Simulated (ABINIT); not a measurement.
# Ge (I4/mmm) in ABINIT: convergence with k mesh

Aim: find how far k mesh must go before the results for Ge settle, at PBEsol. This setting moves, with any that are tied to it; all else stays.

All numbers are computed with ABINIT 10.8.3 (patched build); they aren't measurements. Logs are shortened: lines on timing, memory, paths and dates and some standing lists are left out, and cuts for length are marked. The log counts tension as positive stress, the text compression.

### Step 1. The structure

It takes space group I4/mmm (No. 139, tetragonal). The conventional cell has a = 3.217 Å, b = 3.217 Å, c = 3.746 Å, α = 90.00°, β = 90.00°, γ = 90.00°. Ge (site symmetry 4/mmm) is surrounded by 12 Ge at 2.95 to 3.22 Å.

The cell was built by a generator and needn't be a form met in nature.

### Step 2. With k mesh 2 × 2 × 2

Contents of run.abi:

```
# Pseudopotentials
pp_dirpath "./"
pseudos "Ge.upf"

# Structure
acell 3*1.0
rprim
    -3.0394732934     3.0394732934     3.5397971821
     3.0394732934    -3.0394732934     3.5397971821
     3.0394732934     3.0394732934    -3.5397971821
ntypat 1
znucl 32
natom 1
typat 1
xred
     0.5000000000     0.5000000000     0.0000000000

# Plane-wave basis
ecut 39.0

# k points
kptopt 1
ngkpt 2 2 2
nshiftk 1
shiftk 0.0 0.0 0.0

# Exchange and correlation
ixc -116133

# Bands and occupations
nband 11
occopt 7
tsmear 0.1 eV

# SCF cycle
nstep 100
tolvrs 1.0e-10

# Output
iomode 3
prtwf 0
prtden 0
prteig 0
prtebands 0
prtvol 2
```

Potentials or basis: PseudoDojo NC SR PBEsol v0.4.1 standard.

The run is started by

```sh
$ abinit run.abi > log 2>&1
```

run.abo:

```text
.Version 10.8.3 of ABINIT
 Symmetries : space group I4/m m m (#139); Bravais tI (body-center tetrag.)
================================================================================
 Values of the parameters that define the memory need of the present run
     intxc =       0    ionmov =       0      iscf =       7    lmnmax =       6
     lnmax =       6     mgfft =      32  mpssoang =       3    mqgrid =    3001
     natom =       1  nloc_mem =       1    nspden =       1   nspinor =       1
    nsppol =       1      nsym =      16    n1xccc =    2501    ntypat =       1
    occopt =       7   xclevel =       2
       mpw =         773          nfft =       32768          nkpt =           4
================================================================================
================================================================================

--------------------------------------------------------------------------------
------------- Echo of variables that govern the present computation ------------
--------------------------------------------------------------------------------
 -outvars: echo values of preprocessed input variables --------
            acell      1.0000000000E+00  1.0000000000E+00  1.0000000000E+00 Bohr
              amu      7.26100000E+01
             ecut      3.90000000E+01 Hartree
              ixc     -116133
         kptrlatt        2    0    0      0    2    0      0    0    2
          kptrlen      1.11367787E+01
            natom           1
            nband          11
            ngfft          32      32      32
             nkpt           4
            nstep         100
             nsym          16
           ntypat           1
           occopt           7
           prtden           0
        prtebands           0
           prteig           0
           prtvol           2
            prtwf           0
            rprim     -3.0394732934E+00  3.0394732934E+00  3.5397971821E+00
                       3.0394732934E+00 -3.0394732934E+00  3.5397971821E+00
                       3.0394732934E+00  3.0394732934E+00 -3.5397971821E+00
          spgroup         139
           tolvrs      1.00000000E-10
           tsmear      3.67493222E-03 Hartree
            typat      1
           xangst     -2.3182235563E-17  3.3249162131E-17  1.8731799987E+00
            xcart     -4.3808076200E-17  6.2831810344E-17  3.5397971821E+00
             xred      5.0000000000E-01  5.0000000000E-01  3.1294458460E-18
            znucl       32.00000

================================================================================

 chkinp: Checking input parameters for consistency.

================================================================================
== DATASET  1 ==================================================================

--- !DatasetInfo
iteration_state: {dtset: 1, }
dimensions: {natom: 1, nkpt: 4, mband: 11, nsppol: 1, nspinor: 1, nspden: 1, mpw: 773, }
cutoff_energies: {ecut:  39.0, pawecutdg:  -1.0, }
electrons: {nelect:   1.40000000E+01, charge:   0.00000000E+00, occopt:   7.00000000E+00, tsmear:   3.67493222E-03, }
meta: {optdriver: 0, ionmov: 0, optcell: 0, iscf: 7, paral_kgb: 0, }
...

 Real(R)+Recip(G) space primitive vectors, cartesian coordinates (Bohr,Bohr^-1):
 R(1)= -3.0394733  3.0394733  3.5397972  G(1)=  0.0000000  0.1645022  0.1412510
 R(2)=  3.0394733 -3.0394733  3.5397972  G(2)=  0.1645022  0.0000000  0.1412510
 R(3)=  3.0394733  3.0394733 -3.5397972  G(3)=  0.1645022  0.1645022  0.0000000
 Unit cell volume ucvol=  1.3080822E+02 bohr^3
 Angles (23,13,12)=  1.13835249E+02  1.13835249E+02  1.01056901E+02 degrees

 getcut: wavevector=  0.0000  0.0000  0.0000  ngfft=  32  32  32
         ecut(hartree)=     39.000   => boxcut(ratio)=   2.04589

--- Pseudopotential description ------------------------------------------------
- pspini: atom type   1  psp file is ./Ge.upf
[... 62 lines left out ...]

 ----iterations are completed or convergence reached----

 Mean square residual over all n,k,spin=   28.843E-10; max=  12.391E-08
   0.0000  0.0000  0.0000    1  1.23912E-07 kpt; spin; max resid(k); each band:
  9.36E-15 9.95E-15 3.42E-16 2.53E-16 5.56E-15 5.18E-15 2.90E-16 4.23E-17
  8.73E-17 3.00E-09 1.24E-07
   0.5000  0.0000  0.0000    1  2.08573E-14 kpt; spin; max resid(k); each band:
  1.96E-14 1.60E-14 1.19E-14 2.09E-14 1.62E-14 8.89E-15 8.76E-16 1.79E-17
  9.83E-16 3.71E-15 6.84E-15
   0.5000  0.5000  0.0000    1  3.31689E-14 kpt; spin; max resid(k); each band:
  7.54E-15 3.22E-14 2.23E-16 3.32E-14 1.59E-16 5.81E-15 1.56E-17 7.90E-17
  1.27E-17 1.21E-14 7.63E-15
   0.5000  0.5000  0.5000    1  1.79531E-14 kpt; spin; max resid(k); each band:
  1.41E-15 1.80E-14 1.84E-16 2.15E-16 1.78E-16 1.57E-14 4.93E-17 4.39E-17
  4.87E-18 2.49E-15 1.39E-15
 reduced coordinates (array xred) for    1 atoms
       0.500000000000      0.500000000000      0.000000000000
 rms dE/dt=  0.0000E+00; max dE/dt=  0.0000E+00; dE/dt below (all hartree)
    1       0.000000000000      0.000000000000      0.000000000000

 cartesian coordinates (angstrom) at end:
    1     -0.00000000000000     0.00000000000000     1.87317999871519

 cartesian forces (hartree/bohr) at end:
    1     -0.00000000000000    -0.00000000000000    -0.00000000000000
 frms,max,avg= 0.0000000E+00 0.0000000E+00   0.000E+00  0.000E+00  0.000E+00 h/b

 cartesian forces (eV/Angstrom) at end:
    1     -0.00000000000000    -0.00000000000000    -0.00000000000000
 frms,max,avg= 0.0000000E+00 0.0000000E+00   0.000E+00  0.000E+00  0.000E+00 e/A
 length scales=  1.000000000000  1.000000000000  1.000000000000 bohr
              =  0.529177210544  0.529177210544  0.529177210544 angstroms
 Fermi (or HOMO) energy (hartree) =   0.22267   Average Vxc (hartree)=  -0.42025
 Eigenvalues (hartree) for nkpt=   4  k points:
 kpt#   1, nband= 11, wtk=  0.12500, kpt=  0.0000  0.0000  0.0000 (reduced coord)
  -0.71427   -0.71427   -0.71319   -0.71208   -0.71129   -0.28173    0.50965    0.52106
   0.52106    0.70204    0.70204
      occupation numbers for kpt#   1
   2.00000    2.00000    2.00000    2.00000    2.00000    2.00000    0.00000    0.00000
   0.00000    0.00000    0.00000
 kpt#   2, nband= 11, wtk=  0.50000, kpt=  0.5000  0.0000  0.0000 (reduced coord)
  -0.71456   -0.71380   -0.71246   -0.71105   -0.70971   -0.08944   -0.00134    0.38265
   0.46445    0.57269    0.58674
      occupation numbers for kpt#   2
   2.00000    2.00000    2.00000    2.00000    2.00000    2.00000    2.00000    0.00000
   0.00000    0.00000    0.00000
 kpt#   3, nband= 11, wtk=  0.25000, kpt=  0.5000  0.5000  0.0000 (reduced coord)
  -0.71570   -0.71424   -0.71094   -0.71083   -0.70940   -0.05038    0.01874    0.31071
   0.36569    0.47779    0.48413
      occupation numbers for kpt#   3
   2.00000    2.00000    2.00000    2.00000    2.00000    2.00000    2.00000    0.00000
   0.00000    0.00000    0.00000
 kpt#   4, nband= 11, wtk=  0.12500, kpt=  0.5000  0.5000  0.5000 (reduced coord)
  -0.71502   -0.71478   -0.71020   -0.70979   -0.70979    0.06452    0.10601    0.22267
   0.22267    0.35835    0.38830
      occupation numbers for kpt#   4
   2.00000    2.00000    2.00000    2.00000    2.00000    2.00000    2.00000    1.00000
   1.00000    0.00000    0.00000
 Total charge density [el/Bohr^3]
)     Maximum=    2.0239E+00  at reduced coord.    0.5000    0.5000    0.8750
)Next maximum=    2.0239E+00  at reduced coord.    0.3750    0.3750    0.8750
)     Minimum=    1.1259E-04  at reduced coord.    0.5000    0.5000    0.0000
)Next minimum=    1.1495E-02  at reduced coord.    0.0000    0.0000    0.0000
   Integrated=    1.4000E+01

--- !EnergyTerms
iteration_state     : {dtset: 1, }
comment             : Components of total free energy in Hartree
kinetic             :  6.68831848817792E+01
hartree             :  2.25004336122845E+01
xc                  : -2.15726171606804E+01
Ewald energy        : -5.57548746055456E+01
psp_core            :  3.30365470222026E+00
local_psp           : -5.74405464238814E+01
non_local_psp       : -4.71869821120477E+01
internal            : -8.92677471058710E+01
'-kT*entropy'       : -5.18339619348801E-04
total_energy        : -8.92682654454903E+01
total_energy_eV     : -2.42911325054600E+03
band_energy         : -7.20204492633880E+00
...

 Cartesian components of stress tensor (hartree/bohr^3)
  sigma(1 1)=  5.79152486E-04  sigma(3 2)=  0.00000000E+00
  sigma(2 2)=  5.79152486E-04  sigma(3 1)=  0.00000000E+00
  sigma(3 3)=  2.79799463E-04  sigma(2 1)=  0.00000000E+00

-Cartesian components of stress tensor (GPa)         [Pressure= -1.4103E+01 GPa]
- sigma(1 1)=  1.70392544E+01  sigma(3 2)=  0.00000000E+00
- sigma(2 2)=  1.70392544E+01  sigma(3 1)=  0.00000000E+00
- sigma(3 3)=  8.23198441E+00  sigma(2 1)=  0.00000000E+00

== END DATASET(S) ==============================================================
================================================================================

 -outvars: echo values of variables after computation  --------
            acell      1.0000000000E+00  1.0000000000E+00  1.0000000000E+00 Bohr
           etotal     -8.9268265445E+01
            fcart     -0.0000000000E+00 -0.0000000000E+00 -0.0000000000E+00
            rprim     -3.0394732934E+00  3.0394732934E+00  3.5397971821E+00
                       3.0394732934E+00 -3.0394732934E+00  3.5397971821E+00
                       3.0394732934E+00  3.0394732934E+00 -3.5397971821E+00
           strten      5.7915248636E-04  5.7915248636E-04  2.7979946307E-04
                       0.0000000000E+00  0.0000000000E+00  0.0000000000E+00
           xangst     -2.3182235563E-17  3.3249162131E-17  1.8731799987E+00
             xred      5.0000000000E-01  5.0000000000E-01  3.1294458460E-18
 Calculation completed.
```

Wall time 1.9 s (1 thread of Arm Neoverse V2, shared host); peak memory 0.06 GiB.

What came out:

```
Free energy                                           : -2429.1133 eV
Pressure                                              : -14.1 GPa
Band gap on the k mesh                                : none (metal or under the smearing width)
Valence electrons inside the program's atomic spheres : Ge 11.44 (radii [1.0584] Å)
```

### Step 3. With k mesh 4 × 4 × 4

Edit run.abi of step 2 so:

```diff
@@ -22,3 +22,3 @@
 kptopt 1
-ngkpt 2 2 2
+ngkpt 4 4 4
 nshiftk 1
```

Potentials or basis: PseudoDojo NC SR PBEsol v0.4.1 standard.

The run is started by

```sh
$ abinit run.abi > log 2>&1
```

It took 4.3 s on 1 thread of Arm Neoverse V2, shared host; peak memory 0.06 GiB.

The run converged. Its results:

```
Free energy                                           : -2426.8796 eV
Pressure                                              : -4.4 GPa
Band gap on the k mesh                                : none (metal or under the smearing width)
Valence electrons inside the program's atomic spheres : Ge 11.43 (radii [1.0584] Å)
```

### Step 4. With k mesh 5 × 5 × 5

Edit run.abi of step 3 so:

```diff
@@ -22,3 +22,3 @@
 kptopt 1
-ngkpt 4 4 4
+ngkpt 5 5 5
 nshiftk 1
```

The run is started by

```sh
$ abinit run.abi > log 2>&1
```

Wall time 5.6 s (1 thread of Arm Neoverse V2, shared host); peak memory 0.06 GiB.

It converged, with:

- Free energy: -2426.9649 eV
- Pressure: -2.5 GPa
- Band gap on the k mesh: none (metal or under the smearing width)
- Valence electrons inside the program's atomic spheres: Ge 11.44 (radii [1.0584] Å)

### Step 5. With k mesh 7 × 7 × 7

Edit run.abi of step 4 so:

```diff
@@ -22,3 +22,3 @@
 kptopt 1
-ngkpt 5 5 5
+ngkpt 7 7 7
 nshiftk 1
@@ -44,2 +44 @@
 prtebands 0
-prtvol 2
```

The run is started by

```sh
$ abinit run.abi > log 2>&1
```

Wall time 12 s (1 thread of Arm Neoverse V2, shared host); peak memory 0.06 GiB.

The run converged. Its results:

```
Free energy                                           : -2427.0368 eV
Pressure                                              : -2.7 GPa
Band gap on the k mesh                                : none (metal or under the smearing width)
Valence electrons inside the program's atomic spheres : Ge 11.44 (radii [1.0584] Å)
```

### Step 6. With k mesh 9 × 9 × 9

Edit run.abi of step 5 so:

```diff
@@ -22,3 +22,3 @@
 kptopt 1
-ngkpt 7 7 7
+ngkpt 9 9 9
 nshiftk 1
```

Potentials or basis: PseudoDojo NC SR PBEsol v0.4.1 standard.

The run is started by

```sh
$ abinit run.abi > log 2>&1
```

Run time: 22 s. Hardware: 1 thread of Arm Neoverse V2, shared host; peak memory 0.08 GiB.

Results (log left out):

| Item | Value |
| --- | --- |
| Free energy | -2427.0095 eV |
| Pressure | -3.8 GPa |
| Band gap on the k mesh | none (metal or under the smearing width) |
| Valence electrons inside the program's atomic spheres | Ge 11.44 (radii [1.0584] Å) |

### Step 7. With k mesh 11 × 11 × 11

Edit run.abi of step 6 so:

```diff
@@ -22,3 +22,3 @@
 kptopt 1
-ngkpt 9 9 9
+ngkpt 11 11 11
 nshiftk 1
```

The run is started by

```sh
$ abinit run.abi > log 2>&1
```

Run time: 36 s. Hardware: 1 thread of Arm Neoverse V2, shared host; peak memory 0.09 GiB.

Results (log left out):

```
Free energy                                           : -2427.0112 eV
Pressure                                              : -3.8 GPa
Band gap on the k mesh                                : none (metal or under the smearing width)
Valence electrons inside the program's atomic spheres : Ge 11.44 (radii [1.0584] Å)
```

### Step 8. With k mesh 13 × 13 × 13

Edit run.abi of step 7 so:

```diff
@@ -22,3 +22,3 @@
 kptopt 1
-ngkpt 11 11 11
+ngkpt 13 13 13
 nshiftk 1
```

The run is started by

```sh
$ abinit run.abi > log 2>&1
```

Wall time 55 s (1 thread of Arm Neoverse V2, shared host); peak memory 0.11 GiB.

It converged, with:

- Free energy: -2427.0251 eV
- Pressure: -3.6 GPa
- Band gap on the k mesh: none (metal or under the smearing width)
- Valence electrons inside the program's atomic spheres: Ge 11.44 (radii [1.0584] Å)

### Step 9. With k mesh 15 × 15 × 15

Edit run.abi of step 8 so:

```diff
@@ -22,3 +22,3 @@
 kptopt 1
-ngkpt 13 13 13
+ngkpt 15 15 15
 nshiftk 1
```

Potentials or basis: PseudoDojo NC SR PBEsol v0.4.1 standard.

The run is started by

```sh
$ abinit run.abi > log 2>&1
```

Wall time 81 s (1 thread of Arm Neoverse V2, shared host); peak memory 0.13 GiB.

Results (log left out):

```yaml
Free_energy: -2427.0257 eV
Pressure: -3.5 GPa
Band_gap_on_the_k_mesh: none (metal or under the smearing width)
Valence_electrons_inside_the_program's_atomic_spheres: Ge 11.44 (radii [1.0584] Å)
```

### Step 10. With k mesh 18 × 18 × 18

Edit run.abi of step 9 so:

```diff
@@ -22,3 +22,3 @@
 kptopt 1
-ngkpt 15 15 15
+ngkpt 18 18 18
 nshiftk 1
```

The run is started by

```sh
$ abinit run.abi > log 2>&1
```

Wall time 2.2 min (1 thread of Arm Neoverse V2, shared host); peak memory 0.18 GiB.

Results (log left out):

```
Free energy                                           : -2427.0197 eV
Pressure                                              : -3.5 GPa
Band gap on the k mesh                                : none (metal or under the smearing width)
Valence electrons inside the program's atomic spheres : Ge 11.44 (radii [1.0584] Å)
```

### Step 11. The series at a glance

```csv
k mesh,"energy less the tightest run, at zero smearing (meV/atom)",pressure (GPa),SCF cycles,CPU time (s),peak memory (GiB)
2 × 2 × 2,-2087.95,-14.10,8,1.8,0.06
4 × 4 × 4,143.36,-4.43,8,4.3,0.06
5 × 5 × 5,54.30,-2.53,7,5.6,0.06
7 × 7 × 7,-16.72,-2.74,8,12,0.06
9 × 9 × 9,10.68,-3.80,8,22,0.08
11 × 11 × 11,8.56,-3.80,8,36,0.09
13 × 13 × 13,-5.50,-3.57,8,55,0.11
15 × 15 × 15,-6.38,-3.55,8,81,0.13
18 × 18 × 18,0.00,-3.51,8,130,0.18
```

Against the tightest run, the pressure stays within 0.1 GPa from 13 × 13 × 13 on. Not settled before the last step: the energy (to 1 meV/atom). Meshes of other sizes hit other points, so gaps and Fermi surfaces needn't settle smoothly. The tightest run that finished is the yardstick and may itself not be fully converged.
